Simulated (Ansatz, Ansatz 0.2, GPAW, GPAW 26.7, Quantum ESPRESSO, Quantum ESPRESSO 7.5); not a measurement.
# Work function of AB bilayer graphene: LDA narrowly misses a graphite-calibrated Kelvin probe value, other functionals fall lower

## Reference data

The reference is a room-temperature measurement by scanning Kelvin probe microscopy, "Tuning the graphene work function by electric field effect" (2009, arXiv:0909.0020). An exfoliated bilayer flake lay on 300 nm of SiO₂ on silicon, which served as back gate, and the value used here, 4.69 ± 0.05 eV, belongs to the charge neutrality point. A Kelvin probe senses the contact potential difference between tip and sample, so the absolute value depends on the tip. The tip was calibrated against graphite (HOPG) with a literature work function of 4.6 eV, which leaves ±0.08 eV on the tip. The measurement was made in air or dry nitrogen, and the quoted error reflects an estimated bound on the dipole of adsorbates.

| compared with | measured | source's wording or label | T (K) | method |
| --- | --- | --- | --- | --- |
| work function (eV) | 4.69 ± 0.05 | undoped bilayer, at charge neutrality point | room temperature | scanning Kelvin probe microscopy |

Conditions are those given with the value in the passage it was taken from; "not stated" means there, and the paper may say more elsewhere. The values are a selection: others may have been left out beforehand as unlike or outlying.

## Method

The aim is the cheapest level of theory that gives the work function of the undoped bilayer within 0.1 eV of the measured value. That target is a choice of this study: it is fine enough to tell apart common functionals, whose work functions often differ by a few tenths of an eV, and it does not ask for more than an absolute scale tied to a graphite standard can reasonably support.

The model is a free-standing, clean AB bilayer of four atoms at 0 K, with the in-plane cell of the measured crystal and vacuum on both sides. The work function is the vacuum level less the Fermi level. Substrate, adsorbates and thermal motion are absent; the last should matter by no more than a few hundredths of an eV, roughly. Charge neutrality at the measured point matches the undoped model, in which the bands touch at the Fermi level.

The work begins with a local functional on a coarse mesh and a low cutoff. Mesh, basis, functional and geometry are then improved as the results require, and mesh, cutoff and vacuum are checked separately with one functional.

System: bilayer graphene, AB stacked; slab of 4 atoms, surface cell 2.461 x 2.461 A from the measured crystal, 16 A of vacuum.

## 1. LDA at light settings

LDA on a 12×12 mesh with a 280 eV cutoff is the lightest sensible start. The vacuum level and the Fermi level both come from the self-consistent density, so even this run gives a complete estimate. LDA usually gives larger work functions than PBE. The low cutoff is a risk for carbon, whose 2p electrons are compact, and the coarse mesh is a risk for a semimetal whose Fermi level sits at a band touching point.

**Run 1.** Ansatz 0.2: LDA, slab as cut, 12x12 mesh, 280 eV.

Key lines of the input:
```
crystal:
  lattice:
    - [2.461, 0.0, 0.0]
    - [-1.2305, 2.1312885187, 0.0]
    - [0.0, 0.0, 19.354]
  atoms:
    - { symbol: C, position: [0.0, 0.0, 0.4133512452] }
    - { symbol: C, position: [0.6666666667, 0.3333333333, 0.4133512452] }
    - { symbol: C, position: [0.0, 0.0, 0.5866487548] }
    - { symbol: C, position: [0.3333333333, 0.6666666667, 0.5866487548] }
hamiltonian:
  xc: lda
kpoints:
  mp_grid: { grid: [12, 12, 1] }
scf:
  occupations: { method: fermi_dirac, width: 0.05 }
  convergence: { dr2_threshold: 1.0e-09 }
efield:
  axis: 3
  dipole_correction: true
basis:
  ecutwfc: "280 eV"
```

Command:
```
ansatz run input.yaml --threads 2 --pin off --max-ram 4096MiB --backend cpu --events-out ev --progress --plain --runs-dir out
```

Selected lines of the output:
```
Work function:   Φ+ = 4.5678 eV   Φ− = 4.5678 eV
```

Converged; 1.2 s on 2 cores of Arm Neoverse V1, shared host. Warnings: cutoff_below_recommended (cutoff below the recommended one); xc_potential_rough_in_thin_density (in short: The exchange-correlation potential varies sharply where the density is thin, so no vacuum level should be read from v_tot or v_xc; the notice says which field, if any, gives one).

| quantity | run 1 | measured | deviation |
| --- | --- | --- | --- |
| work function (eV) | 4.568 | 4.69 ± 0.05 | −0.122 |
| slab thickness between the outer atomic planes (Å) | 3.354 |  |  |

LDA at these settings gives 4.568 eV, 0.122 eV below the measured value and so a narrow miss of the 0.1 eV target. Both faces give the same work function, as the inversion symmetry of the AB bilayer requires.

The program warns that the cutoff is below the recommended one, so the number cannot yet be charged to the functional. Its other warning advises against reading a vacuum level from the total or the exchange-correlation potential where the density is thin. The value used here is the program's own work function, not a reading from either of those fields.

## 2. LDA with better settings and relaxed positions

The miss is small enough for basis and mesh to decide it, so the functional is kept and the settings are improved: the default cutoff, a 24×24 mesh, and relaxed atomic positions. Three things change together, but the relaxation should do little, because LDA gives about the right layer spacing in graphite, and the slab thickness will show whether it does here. A run of about a second leaves ample room for this step. Which way the work function will move is not clear beforehand.

**Run 2.** Ansatz 0.2: LDA, positions relaxed; 4 atoms, 24x24 mesh, Fermi-Dirac 0.05 eV.

Key lines of the input, as changed from run 1:
```diff
  hamiltonian:
+   dispersion: none
  kpoints:
-   mp_grid: { grid: [12, 12, 1] }
+   mp_grid: { grid: [24, 24, 1] }
- basis:
-   ecutwfc: "280 eV"
+ relax:
+   f_tol: 0.015
+   max_steps: 50
+   constraints: [{ sites: [0] }]
+ # cutoff taken by the program: 420 eV
```

Selected lines of the output:
```
relax step   1: F+E_penalty+E_count = -971.87354484 eV  Δ(F+E_penalty+E_count) = +0.000e0 eV  max|allowed force component| = 1.252e-2 eV/Å  Δτ_max = 0.0000 Å  (8 SCF iters, accepted)
Work function:   Φ+ = 4.5687 eV   Φ− = 4.5689 eV
```

Converged; 6 s, same machine. Warnings: xc_potential_rough_in_thin_density.

| quantity | run 2 | measured | deviation |
| --- | --- | --- | --- |
| work function (eV) | 4.569 | 4.69 ± 0.05 | −0.121 |
| slab thickness between the outer atomic planes (Å) | 3.354 |  |  |

The work function is 4.569 eV, only 0.001 eV above the light run, so the low cutoff and coarse mesh, taken together, do not account for the miss. LDA remains 0.121 eV below the measurement, narrowly outside the target.

The relaxation stopped at its first step because the largest force was already below the threshold. The slab thickness of 3.354 Å is therefore the one put in, and says nothing precise about the spacing LDA would prefer.

## 3. PBE with mesh and cutoff checks

The next functional is PBE, on the slab as cut, so that the geometry stays that of the LDA runs. PBE usually gives lower work functions than LDA, and the likely outcome is a larger miss. The run is still useful at a cost of seconds: it measures how strongly the gradient correction acts here and gives a base for dearer functionals. Two companion runs test the numerics separately, one with a 42×42 mesh and a smearing of 0.02 eV, the other with a 600 eV cutoff. In the LDA pair mesh and cutoff changed together, so opposite shifts could have cancelled.

**Run 3.** Ansatz 0.2: PBE, slab as cut; 4 atoms, 24x24 mesh, Fermi-Dirac 0.05 eV.

Key lines of the input, as changed from run 2:
```diff
  hamiltonian:
-   xc: lda
-   dispersion: none
+   xc: pbe
- relax:
-   f_tol: 0.015
-   max_steps: 50
-   constraints: [{ sites: [0] }]
```

Selected lines of the output:
```
Work function:   Φ+ = 4.2641 eV   Φ− = 4.2643 eV
```

Converged; 6.5 s, same machine. Warnings: xc_potential_rough_in_thin_density.

**Run 4.** Ansatz 0.2: PBE, with 42x42 mesh and smearing 0.02 eV (base case: slab as cut; 4 atoms, 24x24 mesh, Fermi-Dirac 0.05 eV).

Key lines of the input, as changed from run 3:
```diff
  kpoints:
-   mp_grid: { grid: [24, 24, 1] }
+   mp_grid: { grid: [42, 42, 1] }
  scf:
-   occupations: { method: fermi_dirac, width: 0.05 }
+   occupations: { method: fermi_dirac, width: 0.02 }
```

Selected lines of the output:
```
Work function:   Φ+ = 4.2643 eV   Φ− = 4.2645 eV
```

Converged; 19 s, same machine. Warnings: xc_potential_rough_in_thin_density.

**Run 5.** Ansatz 0.2: PBE, with 600 eV cutoff (base case: slab as cut; 4 atoms, 24x24 mesh, Fermi-Dirac 0.05 eV).

Key lines of the input, as changed from run 3:
```diff
- # cutoff taken by the program: 420 eV
+ basis:
+   ecutwfc: "600 eV"
```

Selected lines of the output:
```
Work function:   Φ+ = 4.2643 eV   Φ− = 4.2643 eV
```

Converged; 9.3 s, same machine. Warnings: xc_potential_rough_in_thin_density.

| quantity | run 3 | run 4 | run 5 | measured |
| --- | --- | --- | --- | --- |
| work function (eV) | 4.264 | 4.264 | 4.264 | 4.69 ± 0.05 |
| slab thickness between the outer atomic planes (Å) | 3.354 | 3.354 | 3.354 |  |

PBE gives 4.264 eV, 0.426 eV below the measured value and a clear miss. At the same geometry and cutoff, LDA lies 0.305 eV higher, so the choice of functional matters far more than the numerical settings. The denser mesh with smaller smearing and the higher cutoff each move the PBE work function by no more than 0.0002 eV.

## 4. r2SCAN, and PBE in a second program

The next step up is a meta-GGA, r2SCAN, still far cheaper in general than a hybrid. It is expected to lie above PBE, though whether it recovers some 0.3 eV is open. It is run on positions relaxed with PBE-D3(BJ), since plain PBE hardly binds the layers and dispersion has to hold them at a sensible distance.

On the same geometry, PBE is repeated in Quantum ESPRESSO with norm-conserving pseudopotentials. This tests whether the low PBE value belongs to the functional or to the potentials and the program, before the functional is blamed.

**Run 6.** Ansatz 0.2: PBE-D3(BJ), positions relaxed; 4 atoms, 24x24 mesh, Fermi-Dirac 0.05 eV.

Key lines of the input, as changed from run 2:
```diff
  hamiltonian:
-   xc: lda
-   dispersion: none
+   xc: pbe
+   dispersion: d3bj
```

Selected lines of the output:
```
Work function:   Φ+ = 4.2586 eV   Φ− = 4.2588 eV
```

Converged; 14 s, same machine. Warnings: xc_potential_rough_in_thin_density.

**Run 7.** Ansatz 0.2: r2SCAN, single point on the PBE-relaxed geometry.

Key lines of the input:
```
crystal:
  lattice:
    - [2.461, 0.0, 0.0]
    - [-1.2305, 2.1312885187, 0.0]
    - [0.0, 0.0, 19.354]
  atoms:
    - { symbol: C, position: [0.0, 0.0, 0.4133512452] }
    - { symbol: C, position: [0.6666666667, 0.3333333333, 0.4133353291] }
    - { symbol: C, position: [0.0, 0.0, 0.5894721071] }
    - { symbol: C, position: [0.3333333333, 0.6666666667, 0.5894928534] }
hamiltonian:
  xc: r2scan
kpoints:
  mp_grid: { grid: [24, 24, 1] }
scf:
  occupations: { method: fermi_dirac, width: 0.05 }
  convergence: { dr2_threshold: 1.0e-09 }
efield:
  axis: 3
  dipole_correction: true
# cutoff taken by the program: 500 eV
```

Selected lines of the output:
```
Work function:   Φ+ = 4.3090 eV   Φ− = 4.3091 eV
```

Converged; 16 s, same machine. Warnings: xc_potential_rough_in_thin_density.

**Run 8.** Quantum ESPRESSO 7.5: PBE, PseudoDojo norm-conserving pseudopotentials, on the PBE-relaxed geometry, 24x24 mesh, Fermi-Dirac 0.007 Ry.

Key lines of the input:
```
&control
  calculation = 'scf'
/
&system
  ibrav = 0
  nat = 4
  ntyp = 1
  ecutwfc = 74
  ecutrho = 296
  occupations = 'smearing'
  smearing = 'fd'
  degauss = 0.007
/
&electrons
  conv_thr = 1e-07
  mixing_beta = 0.4
  electron_maxstep = 120
  mixing_mode = 'local-TF'
/
ATOMIC_SPECIES
  C   12.0110  C.dojo-sr-pbe-0.4.1-standard.upf
CELL_PARAMETERS angstrom
  2.46099999999220 0.00000000000000 0.00000000000000
  -1.23049999999610 2.13128851870675 0.00000000000000
  0.00000000000000 0.00000000000000 19.35400000000000
ATOMIC_POSITIONS crystal
  C   0.000000000000 0.000000000000 0.413351245200
  C   0.666666666667 0.333333333333 0.413335329137
  C   0.000000000000 0.000000000000 0.589472107062
  C   0.333333333333 0.666666666667 0.589492853434
K_POINTS automatic
  24 24 1 0 0 0
```

Command:
```
OMP_NUM_THREADS=1 mpirun -n 2 pw.x -nk 2 -in calc.in > calc.out
```

Selected lines of the output and, marked #, of the analysis:
```
# read off the planar mean of calc.pot.dat: phi_plus = 4.2513 eV
```

Converged; 62 s, same machine.

| quantity | run 6 | run 7 | run 8 | measured |
| --- | --- | --- | --- | --- |
| work function (eV) | 4.259 | 4.309 | 4.251 | 4.69 ± 0.05 |
| slab thickness between the outer atomic planes (Å) | 3.409 | 3.409 | – |  |

r2SCAN gives 4.309 eV, only 0.050 eV above the PBE-D3(BJ) run at the same geometry and still 0.381 eV below the measured value. The extra cost over PBE brings it no nearer to the target than LDA already is.

Quantum ESPRESSO with norm-conserving potentials puts the PBE work function at 4.251 eV, within 0.01 eV of the first program. The low PBE value thus belongs to the functional rather than to one program or set of potentials. Geometry matters little as well: relaxation with dispersion widens the layer spacing from 3.354 to 3.409 Å and lowers the work function by less than 0.01 eV.

## 5. HSE06 on the relaxed bilayer

What the semilocal functionals lack is nonlocal exchange, and HSE06 adds a screened part of it. The hybrid is much dearer per step, so an 18×18 mesh is used; the insensitivity of PBE to a denser mesh supports this choice but does not prove it for the hybrid. Exact exchange generally lowers occupied levels and raises empty ones. In a semimetal whose bands touch at the Fermi level the two tendencies may largely cancel, so only a modest change from PBE is expected.

**Run 9.** Ansatz 0.2: HSE06 on the PBE-relaxed geometry, 18x18 mesh.

Key lines of the input, as changed from run 7:
```diff
  hamiltonian:
-   xc: r2scan
+   xc: hse06
  kpoints:
-   mp_grid: { grid: [24, 24, 1] }
+   mp_grid: { grid: [18, 18, 1] }
- # cutoff taken by the program: 500 eV
+ # cutoff taken by the program: 420 eV
```

Selected lines of the output:
```
hybrid SCF converged: 2 outer / 13 inner (+9 warm-up), last move |dexx| = 2.99e-7 eV, tail = 8.43e-9 eV
Work function:   Φ+ = 4.3469 eV   Φ− = 4.3471 eV
```

Converged; 1.8 min, same machine. Warnings: filled_band_counts_differ_across_k_points (k-points fill unequal numbers of bands); xc_potential_rough_in_thin_density.

| quantity | run 9 | measured | deviation |
| --- | --- | --- | --- |
| work function (eV) | 4.347 | 4.69 ± 0.05 | −0.343 |
| slab thickness between the outer atomic planes (Å) | 3.409 |  |  |

HSE06 gives 4.347 eV, 0.088 eV above PBE-D3(BJ) at the same geometry and 0.343 eV below the measured value. Screened exchange acts in the helpful direction but closes only a small part of the gap, at a cost of minutes instead of seconds. LDA remains the nearest level.

The program notes that the k-points fill unequal numbers of bands. That is natural for a semimetal whose bands touch at the Fermi level, where states at the touching point are only partly filled.

## 6. Wider vacuum and a third layer

Two features of the model can still be tested cheaply with PBE. A vacuum of 26 Å shows whether the vacuum level is free of interaction between periodic images; with a symmetric slab and decayed density, hardly any change is expected.

The other run adds a third layer. The measured scale is tied to an assumed work function of graphite, so it matters how strongly the computed value depends on thickness. A small change would suggest that PBE also puts thicker graphite well below the 4.6 eV of the calibration, and that the miss concerns the absolute scale more than anything peculiar to the bilayer. Three layers are still not bulk graphite, so this can only be an indication.

**Run 10.** Ansatz 0.2: PBE, with 26 A of vacuum (base case: slab as cut; 4 atoms, 24x24 mesh, Fermi-Dirac 0.05 eV).

Selected lines of the output:
```
Work function:   Φ+ = 4.2644 eV   Φ− = 4.2645 eV
```

Converged; 8 s, same machine. Warnings: xc_potential_rough_in_thin_density.

**Run 11.** Ansatz 0.2: PBE, with 6 atoms (base case: slab as cut; 4 atoms, 24x24 mesh, Fermi-Dirac 0.05 eV).

Selected lines of the output:
```
Work function:   Φ+ = 4.2695 eV   Φ− = 4.2695 eV
```

Converged; 8.9 s, same machine. Warnings: xc_potential_rough_in_thin_density.

| quantity | run 10 | run 11 | measured |
| --- | --- | --- | --- |
| work function (eV) | 4.264 | 4.270 | 4.69 ± 0.05 |
| slab thickness between the outer atomic planes (Å) | 3.354 | 6.708 |  |

Widening the vacuum from 16 to 26 Å changes the PBE work function by no more than 0.0003 eV, so the separation of the periodic images plays no part in the miss.

The third layer raises the work function by only 0.005 eV, to 4.270 eV. If this weak dependence on thickness continues towards graphite, PBE would also fall about 0.3 eV short of the 4.6 eV on which the probe was calibrated. Most of the 0.426 eV miss for the bilayer would then be an offset on the absolute scale, shared with the graphite standard. These runs cannot tell how much of it lies in the functional and how much in the assumed standard.

The remainder is the difference between bilayer and graphite. The measured value lies 0.09 eV above the calibration value, whereas the computed bilayer lies marginally below the trilayer. That discrepancy is comparable with the ±0.08 eV on the tip, and adsorbates or the substrate could also contribute, so it does not establish an error in the computed thickness dependence.

## Comparison with experiment

| run | settings | work function (eV) | deviation | cost |
| --- | --- | --- | --- | --- |
| 1 | Ansatz: LDA, slab as cut, 12x12 mesh, 280 eV | 4.568 | −0.122 | under 1 core-min |
| 2 | Ansatz: LDA, positions relaxed, 4 atoms, 24x24 mesh, Fermi-Dirac 0.05 eV | 4.569 | −0.121 | under 1 core-min |
| 3 | Ansatz: PBE, slab as cut, 4 atoms, 24x24 mesh, Fermi-Dirac 0.05 eV | 4.264 | −0.426 | under 1 core-min |
| 4 | Ansatz: PBE, with 42x42 mesh and smearing 0.02 eV (base case: slab as cut; 4 atoms, 24x24 mesh, Fermi-Dirac 0.05 eV) | 4.264 | −0.426 | under 1 core-min |
| 5 | Ansatz: PBE, with 600 eV cutoff (base case: slab as cut; 4 atoms, 24x24 mesh, Fermi-Dirac 0.05 eV) | 4.264 | −0.426 | under 1 core-min |
| 6 | Ansatz: PBE-D3(BJ), positions relaxed, 4 atoms, 24x24 mesh, Fermi-Dirac 0.05 eV | 4.259 | −0.431 | under 1 core-min |
| 7 | Ansatz: r2SCAN, single point on the PBE-relaxed geometry | 4.309 | −0.381 | under 1 core-min |
| 8 | Quantum ESPRESSO: PBE, PseudoDojo norm-conserving pseudopotentials, on the PBE-relaxed geometry, 24x24 mesh, Fermi-Dirac 0.007 Ry | 4.251 | −0.439 | 2.1 core-min |
| 9 | Ansatz: HSE06 on the PBE-relaxed geometry, 18x18 mesh | 4.347 | −0.343 | 3.7 core-min |
| 10 | Ansatz: PBE, with 26 A of vacuum (base case: slab as cut; 4 atoms, 24x24 mesh, Fermi-Dirac 0.05 eV) | 4.264 | −0.426 | under 1 core-min |
| 11 | Ansatz: PBE, with 6 atoms (base case: slab as cut; 4 atoms, 24x24 mesh, Fermi-Dirac 0.05 eV) | 4.270 |  | under 1 core-min |
|  | measured | 4.69 ± 0.05 |  |  |

Further runs on the same system, made beside this series (convergence steps with loose settings among them):

| further | settings | work function (eV) | deviation | cost | status |
| --- | --- | --- | --- | --- | --- |
| F1 | Ansatz: PBEsol, single point on the PBE-relaxed geometry | 4.340 | −0.350 | under 1 core-min | warnings: xc_potential_rough_in_thin_density |
| F2 | Ansatz: RPBE, single point on the PBE-relaxed geometry | 4.142 | −0.548 | under 1 core-min | warnings: xc_potential_rough_in_thin_density |
| F3 | GPAW: PBE, atomic-orbital basis dzp, slab as cut, 12x12 mesh | 4.116 | −0.574 | under 1 core-min |  |
| F4 | Quantum ESPRESSO: PBE, GBRV ultrasoft pseudopotentials, on the PBE-relaxed geometry, 24x24 mesh, Fermi-Dirac 0.007 Ry | 4.264 | −0.426 | under 1 core-min |  |
| F5 | GPAW: PBE, plane waves 500 eV, slab as cut, 24x24 mesh | 4.265 | −0.425 | under 1 core-min |  |
| F6 | Ansatz: PBE, with 12x12 mesh (base case: slab as cut; 4 atoms, 24x24 mesh, Fermi-Dirac 0.05 eV) | 4.263 | −0.427 | under 1 core-min | warnings: xc_potential_rough_in_thin_density |
|  | measured | 4.69 ± 0.05 |  |  |  |

## Discussion

No level tried reaches the target of 0.1 eV. LDA comes closest: 4.569 eV against 4.69 ± 0.05 eV, a narrow miss by 0.121 eV at under one core-minute. The excess over the limit is smaller than the experimental uncertainty, so the miss is marginal: a repeat measurement could close it or equally widen it.

The other functionals miss clearly. PBE is 0.426 eV low, and r2SCAN and HSE06 recover only a small part of that. HSE06, the dearest run, gains almost nothing over PBEsol (4.340 eV), which costs far less.

Numerical settings do not explain the PBE miss. Mesh, cutoff and vacuum hardly matter, and plane-wave calculations in three programs agree within about 0.015 eV. The atomic-orbital run, on a coarser mesh, falls about 0.15 eV below the plane-wave result of the same program, probably because its short-ranged functions describe the density tail into the vacuum poorly. For LDA, cross-checks between programs and separate checks of mesh, cutoff and vacuum are not shown in this report.

LDA's closeness does not show that its physics is better. The measured scale rests on an assumed graphite work function, and the PBE trilayer also lies about 0.3 eV below that standard. A standard set too high would raise the measured value and make every calculation look too low; a functional error of the same sign would look identical. The tip uncertainty of ±0.08 eV and adsorbate or substrate dipoles can act in either direction, while thermal effects should amount to a few hundredths of an eV at most.

These runs do not divide the offset between functional and calibration. From general knowledge, PBE tends to underestimate work functions by a few tenths of an eV and the graphite standard is widely accepted, so the larger part of the PBE miss most likely lies in the functional. A GW calculation of the band-touching energy relative to vacuum would be the natural next test.

[Logs are printed without paths, hosts, clocks, repeated set-up lines and the standing remarks that a program may print on its own settings, such as how far it seeks lower states.]

[The runs shown are a pick from a larger set of finished runs; failed, doubtful and other runs were left out of it ahead of writing. So were measured values far from every level or from commonly accepted values, and agreement can look better than it is. Lines of input and output are excerpts and may be shortened.]
